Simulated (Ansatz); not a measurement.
Input and command of a plane-wave DFT calculation in Ansatz:

```yaml
crystal:
  lattice:
    - [0.0, 3.3255716, 3.3255716]
    - [3.3255716, 0.0, 3.3255716]
    - [3.3255716, 3.3255716, 0.0]
  atoms:
    - { symbol: Ag, position: [0.0, 0.0, 0.0] }
    - { symbol: I, position: [0.25, 0.25, 0.25] }
basis:
  ecutwfc: 420
kpoints:
  mp_grid: { grid: [8, 8, 8] }
hamiltonian:
  xc: pbe
scf:
  occupations: { method: gaussian, width: 0.02 }
output:
  forces: true
  stress: true
  eigenvalues: true
relax:
  adjacent_minimum: "off"
  f_tol: 0.01
  max_steps: 60
  cell: { stress_tol: 0.1 }
```

```bash
ansatz run input.yaml --threads 1 --pin off --max-ram 2560MiB --backend cpu --events-out ev --progress --plain --runs-dir out
```

Processor: Arm Neoverse V2, 1 thread, on a host shared with other jobs.

**Question.** Estimate time, memory and problem size.

**Answer.** About 13 s on 1 thread of Arm Neoverse V2, on a shared host, peak memory 0.36 GiB. It solves 22 bands at 29 k points (the mesh reduced by the symmetry that the task leaves, which can be less than the crystal's) with about 1411 plane waves (on the last cell), in 16 SCF iterations over 3 ionic steps.
